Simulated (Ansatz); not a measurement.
The system is ScAl3.

```xyz
4
Lattice="4.0878 0.0000 0.0000 0.0000 4.0878 0.0000 0.0000 0.0000 4.0878" Properties=species:S:1:pos:R:3 pbc="T T T"
Sc    0.0000    0.0000    0.0000
Al    2.0439    2.0439    0.0000
Al    0.0000    2.0439    2.0439
Al    2.0439    0.0000    2.0439
```

The cell is a database's computed one.

| Property | Result |
| --- | --- |
| Program | Ansatz 0.2.0 |
| Task | relaxation of cell and atoms |
| Functional | PBEsol |
| Dispersion | D4 |
| Potentials or basis | Ansatz PAW |
| Cutoff | 420 eV (not typed: the program's choice for these potentials) |
| k mesh | 7 × 7 × 7 |
| Occupations | fermi-dirac, width 0.05 eV |
| Spin | no spin polarisation |

At the start: volume 17.08 Å³/atom.

How do energy, volume and symmetry change on relaxing?

It ends after 5 steps and the volume is 16.54 Å³/atom (-3.2 %); space group Pm-3m (No. 221, to 0.05 Å).

The path:
```tsv
step	energy change (eV)	largest force (eV/Å)	volume (Å³)
1	0.0000	0.0000	68.31
2	-0.0095	0.0000	64.57
3	-0.0208	0.0000	66.23
4	-0.0209	0.0000	66.15
5	-0.0203	0.0000	66.15
```

Final structure:
```cif
data_structure
_symmetry_space_group_name_H-M 'P 1'
_symmetry_Int_Tables_number 1
_cell_length_a 4.0443
_cell_length_b 4.0443
_cell_length_c 4.0443
_cell_angle_alpha 90.000
_cell_angle_beta 90.000
_cell_angle_gamma 90.000
_cell_volume 66.15
loop_
_atom_site_label
_atom_site_type_symbol
_atom_site_fract_x
_atom_site_fract_y
_atom_site_fract_z
_atom_site_occupancy
Sc1 Sc 0.00000 0.00000 0.00000 1
Al1 Al 0.50000 0.50000 0.00000 1
Al2 Al 0.00000 0.50000 0.50000 1
Al3 Al 0.50000 0.00000 0.50000 1
```

Caveat: the plane-wave basis is chosen anew once the cell has moved, so the energies of steps on either side of that aren't comparable; pairwise dispersion overbinds metals, which lowers pressure and volume; the PAW data sets come from PBE, with cores solved anew for the run's functional, which leaves a small shift of forces and pressure.
